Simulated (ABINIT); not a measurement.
# GaN (P6_3mc) in ABINIT: a series of runs, part 2 of 2

ABINIT 10.8.3 (patched build).

### 6 Relaxation of cell and atoms, LDA

The input, run.abi:

```
# Pseudopotentials
pp_dirpath "./"
pseudos "Ga.upf, N.upf"

# Structure
acell 6.0093290763 6.0093290763 9.7623251598
rprim
     1.0000000000     0.0000000000     0.0000000000
    -0.5000000000     0.8660254038     0.0000000000
     0.0000000000     0.0000000000     1.0000000000
ntypat 2
znucl 31 7
natom 4
typat 1 1 2 2
chkprim 0
chksymtnons 0
tolsym 1.0e-6
xred
            2/3            1/3            1/2
            1/3            2/3            0.0
            2/3            1/3            7/8
            1/3            2/3            3/8

# Plane-wave basis
ecut 1142.878222 eV
ecutsm 0.5

# k points
kptopt 1
ngkpt 8 8 4
nshiftk 1
shiftk 0.0 0.0 0.0

# Exchange and correlation
ixc 7

# Bands and occupations
nband 22
occopt 3
tsmear 0.05 eV

# SCF cycle
nstep 80
tolvrs 1.0e-12

# Output
iomode 3
prteig 0
prtebands 0
prtwf 0
prtden 0

# Relaxation
ionmov 2
optcell 2
ntime 50
tolmxf 2.0e-5
dilatmx 1.08
```

Potentials or basis: PseudoDojo NC SR LDA v0.4.1 standard.

Started as:

```sh
mpirun --bind-to none -np 4 abinit run.abi > log 2>&1
```

run.abo:

```text
.Version 10.8.3 of ABINIT
 Symmetries : space group P6_3 m c (#186); Bravais hP (primitive hexag.)
================================================================================
 Values of the parameters that define the memory need of the present run
     intxc =       0    ionmov =       2      iscf =       7    lmnmax =       6
     lnmax =       6     mgfft =      64  mpssoang =       3    mqgrid =    3076
     natom =       4  nloc_mem =       1    nspden =       1   nspinor =       1
    nsppol =       1      nsym =      12    n1xccc =    2501    ntypat =       2
    occopt =       3   xclevel =       1
       mpw =        5041          nfft =      102400          nkpt =          30
================================================================================
================================================================================

--------------------------------------------------------------------------------
------------- Echo of variables that govern the present computation ------------
--------------------------------------------------------------------------------
 -outvars: echo values of preprocessed input variables --------
            acell      6.0093290763E+00  6.0093290763E+00  9.7623251598E+00 Bohr
              amu      6.97230000E+01  1.40067400E+01
          chkprim           0
      chksymtnons           0
          dilatmx      1.08000000E+00
             ecut      4.20000000E+01 Hartree
           ecutsm      5.00000000E-01 Hartree
           ionmov           2
              ixc           7
         kptrlatt        8    0    0      0    8    0      0    0    4
          kptrlen      3.90493006E+01
            natom           4
            nband          22
            ngfft          40      40      64
             nkpt          30
            nstep          80
             nsym          12
            ntime          50
           ntypat           2
           occopt           3
          optcell           2
           prtden           0
        prtebands           0
           prteig           0
            prtwf           0
            rprim      1.0000000000E+00  0.0000000000E+00  0.0000000000E+00
                      -5.0000000000E-01  8.6602540380E-01  0.0000000000E+00
                       0.0000000000E+00  0.0000000000E+00  1.0000000000E+00
          spgroup         186
           tolmxf      2.00000000E-05
           tolsym      1.00000000E-06
           tolvrs      1.00000000E-12
           tsmear      1.83746611E-03 Hartree
            typat      1  1  2  2
           xangst      1.5899999989E+00  9.1798692740E-01  2.5829999982E+00
                       2.7435156673E-16  1.8359738548E+00  0.0000000000E+00
                       1.5899999989E+00  9.1798692740E-01  4.5202499969E+00
                       2.7435156673E-16  1.8359738548E+00  1.9372499987E+00
            xcart      3.0046645382E+00  1.7347438800E+00  4.8811625799E+00
                       5.1844932334E-16  3.4694877599E+00  0.0000000000E+00
                       3.0046645382E+00  1.7347438800E+00  8.5420345148E+00
                       5.1844932334E-16  3.4694877599E+00  3.6608719349E+00
             xred      6.6666666667E-01  3.3333333333E-01  5.0000000000E-01
                       3.3333333333E-01  6.6666666667E-01  0.0000000000E+00
                       6.6666666667E-01  3.3333333333E-01  8.7500000000E-01
                       3.3333333333E-01  6.6666666667E-01  3.7500000000E-01
            znucl       31.00000    7.00000

================================================================================

 chkinp: Checking input parameters for consistency.

================================================================================
== DATASET  1 ==================================================================

--- !DatasetInfo
iteration_state: {dtset: 1, }
[... 1058 lines left out ...]
 ----iterations are completed or convergence reached----

 Mean square residual over all n,k,spin=   20.170E-16; max=  87.504E-14
 reduced coordinates (array xred) for    4 atoms
       0.666666666667      0.333333333333      0.499294184176
       0.333333333333      0.666666666667     -0.000705815824
       0.666666666667      0.333333333333      0.875705815824
       0.333333333333      0.666666666667      0.375705815824
 rms dE/dt=  1.6996E-05; max dE/dt=  2.9509E-05; dE/dt below (all hartree)
    1      -0.000000000000      0.000000000000     -0.000029365374
    2       0.000000000000      0.000000000000     -0.000029365374
    3       0.000000000000      0.000000000000      0.000029509418
    4       0.000000000000      0.000000000000      0.000029509418

 cartesian coordinates (angstrom) at end:
    1      1.57516930002509     0.90942441940506     2.56421621958111
    2      0.00000000000000     1.81884883881012    -0.00362484571530
    3      1.57516930002509     0.90942441940506     4.49734670998402
    4      0.00000000000000     1.81884883881012     1.92950564468761

 cartesian forces (hartree/bohr) at end:
    1      0.00000000000000     0.00000000000000     0.00000303320937
    2     -0.00000000000000    -0.00000000000000     0.00000303320937
    3     -0.00000000000000    -0.00000000000000    -0.00000303320937
    4     -0.00000000000000    -0.00000000000000    -0.00000303320937
 frms,max,avg= 1.7512242E-06 3.0332094E-06   0.000E+00  0.000E+00 -7.421E-09 h/b

 cartesian forces (eV/Angstrom) at end:
    1      0.00000000000000     0.00000000000000     0.00015597389723
    2     -0.00000000000000    -0.00000000000000     0.00015597389723
    3     -0.00000000000000    -0.00000000000000    -0.00015597389723
    4     -0.00000000000000    -0.00000000000000    -0.00015597389723
 frms,max,avg= 9.0051572E-05 1.5597390E-04   0.000E+00  0.000E+00 -3.816E-07 e/A
 length scales=  5.953277157971  5.953277158051  9.705032696539 bohr
              =  3.150338600050  3.150338600093  5.135682130593 angstroms
 Fermi (or HOMO) energy (hartree) =   0.23859   Average Vxc (hartree)=  -0.45556
 Eigenvalues (hartree) for nkpt=  30  k points:
 kpt#   1, nband= 22, wtk=  0.00391, kpt=  0.0000  0.0000  0.0000 (reduced coord)
  -0.39540   -0.36099   -0.30533   -0.30488   -0.30488   -0.30249   -0.30249   -0.29477
  -0.29477   -0.29080   -0.29080   -0.23896   -0.07292    0.15771    0.15771    0.19561
   0.19753    0.19753    0.27769    0.35980    0.53704    0.56333
      occupation numbers for kpt#   1
   2.00000    2.00000    2.00000    2.00000    2.00000    2.00000    2.00000    2.00000
   2.00000    2.00000    2.00000    2.00000    2.00000    2.00000    2.00000    2.00000
   2.00000    2.00000    0.00000    0.00000    0.00000    0.00000
 prteigrs : prtvol=0 or 1, do not print more k-points.

--- !EnergyTerms
iteration_state     : {dtset: 1, itime: 9, icycle: 1, }
comment             : Components of total free energy in Hartree
kinetic             :  1.40032474269649E+02
hartree             :  4.29735440742880E+01
xc                  : -4.73792729107105E+01
Ewald energy        : -1.17969881884315E+02
psp_core            :  7.22506705148930E+00
local_psp           : -1.19757873431388E+02
non_local_psp       : -7.86740694274020E+01
internal            : -1.73550012258390E+02
'-kT*entropy'       : -3.78266791644567E-13
total_energy        : -1.73550012258390E+02
total_energy_eV     : -4.72253641655779E+03
band_energy         : -6.27563798790547E+00
...

 rms coord change=  4.0750E-04   atom, delta coord (reduced):
     1        0.000000000000      0.000000000000     -0.000705815824
     2        0.000000000000      0.000000000000     -0.000705815824
     3        0.000000000000      0.000000000000      0.000705815824
     4        0.000000000000      0.000000000000      0.000705815824

 Cartesian components of stress tensor (hartree/bohr^3)
  sigma(1 1)= -4.11280382E-08  sigma(3 2)=  0.00000000E+00
  sigma(2 2)= -4.11289099E-08  sigma(3 1)=  0.00000000E+00
  sigma(3 3)=  7.98742969E-09  sigma(2 1)=  0.00000000E+00

-Cartesian components of stress tensor (GPa)         [Pressure=  7.2836E-04 GPa]
- sigma(1 1)= -1.21002866E-03  sigma(3 2)=  0.00000000E+00
- sigma(2 2)= -1.21005431E-03  sigma(3 1)=  0.00000000E+00
- sigma(3 3)=  2.34998295E-04  sigma(2 1)=  0.00000000E+00

== END DATASET(S) ==============================================================
================================================================================

 -outvars: echo values of variables after computation  --------
            acell      5.9532771580E+00  5.9532771581E+00  9.7050326965E+00 Bohr
           etotal     -1.7355001226E+02
            fcart      3.6183703889E-28  2.0890671180E-28  3.0332093744E-06
                      -3.6183703889E-28 -2.0890671180E-28  3.0332093744E-06
                      -0.0000000000E+00 -0.0000000000E+00 -3.0332093744E-06
                      -0.0000000000E+00 -0.0000000000E+00 -3.0332093744E-06
            rprim      1.0000000000E+00  0.0000000000E+00  0.0000000000E+00
                      -4.9999999999E-01  8.6602540379E-01  0.0000000000E+00
                       0.0000000000E+00  0.0000000000E+00  1.0000000000E+00
           strten     -4.1128038222E-08 -4.1128909892E-08  7.9874296934E-09
                       0.0000000000E+00  0.0000000000E+00  0.0000000000E+00
           xangst      1.5751693000E+00  9.0942441941E-01  2.5642162196E+00
                       1.9491991141E-16  1.8188488388E+00 -3.6248457153E-03
                       1.5751693000E+00  9.0942441941E-01  4.4973467100E+00
                       1.9491991141E-16  1.8188488388E+00  1.9295056447E+00
             xred      6.6666666667E-01  3.3333333333E-01  4.9929418418E-01
                       3.3333333333E-01  6.6666666667E-01 -7.0581582410E-04
                       6.6666666667E-01  3.3333333333E-01  8.7570581582E-01
                       3.3333333333E-01  6.6666666667E-01  3.7570581582E-01
 Calculation completed.
```

It took 4.6 min on 4 MPI ranks of Arm Neoverse V1, shared host; peak memory 0.36 GiB.

Results:

| Quantity | Value |
| --- | --- |
| Free energy | -4722.5364 eV |
| Relaxed volume | 11.04 Å³/atom |
| Relaxed cell | a = 3.150 Å, b = 3.150 Å, c = 5.136 Å, α = 90.00°, β = 90.00°, γ = 120.00° |
| Space group after relaxing (to 0.05 Å) | P6_3mc (No. 186) |
| Energy gained by relaxing | 4.6 meV/atom |
| Ionic steps | 9 |
| Pressure after relaxing | 0.0 GPa |
| Band gap on the k mesh | 2.18 eV, direct |

Step by step:
```
step  energy change (eV)  largest force (eV/Å)  pressure (GPa)  volume (Å³)
   1              0.0000                0.1254           -4.73        45.24
   2             -0.0149                0.0738           -2.01        44.59
   3             -0.0182                0.0194            0.12        44.11
   4             -0.0182                0.0152            0.02        44.14
   5             -0.0183                0.0064           -0.03        44.15
   6             -0.0183                0.0013           -0.03        44.15
   7             -0.0183                0.0014           -0.01        44.14
   8             -0.0183                0.0009            0.00        44.14
   9             -0.0183                0.0002            0.00        44.14
```

Final structure:
```yaml
crystal:
  lattice:
    - [3.15034, 0.00000, 0.00000]
    - [-1.57517, 2.72827, 0.00000]
    - [0.00000, 0.00000, 5.13568]
  atoms:
    - { symbol: Ga, position: [0.66667, 0.33333, 0.49929] }
    - { symbol: Ga, position: [0.33333, 0.66667, 0.99929] }
    - { symbol: N, position: [0.66667, 0.33333, 0.87571] }
    - { symbol: N, position: [0.33333, 0.66667, 0.37571] }
```

A k mesh can miss the band edges. Zero-point motion and thermal expansion aren't in these numbers.

### 7 Summary

```tsv
task	level	potentials or basis	spin	cell	cutoff (eV)	fine-grid cutoff	cell freedom (optcell)	optimiser (ionmov)	cutoff smearing ecutsm (Ha)	force stop (Ha/bohr)	gap on the mesh (eV)	largest force (eV/Å)
single point	LDA	PseudoDojo NC SR LDA v0.4.1 standard	off	as given	980	-	-	-	-	-	2.01	0.13
single point	PBE	JTH PAW PBE v2.0	SOC, no magnetisation	as given	599	1197.3 eV	-	-	-	-	1.96	0.14
single point	PBE	PseudoDojo NC SR PBE v0.4.1 standard	off	as given	980	-	-	-	-	-	2.01	0.14
relaxation of cell and atoms	LDA	PseudoDojo NC SR LDA v0.4.1 standard	off	relaxed	1143	-	2	2	0.5	2e-05	2.18	-
```

Alike in all rows: k mesh 8 × 8 × 4; smearing fermi-dirac 0.05 eV.

Total energies depend on the potentials used, so only differences within one code and one set of settings carry meaning.
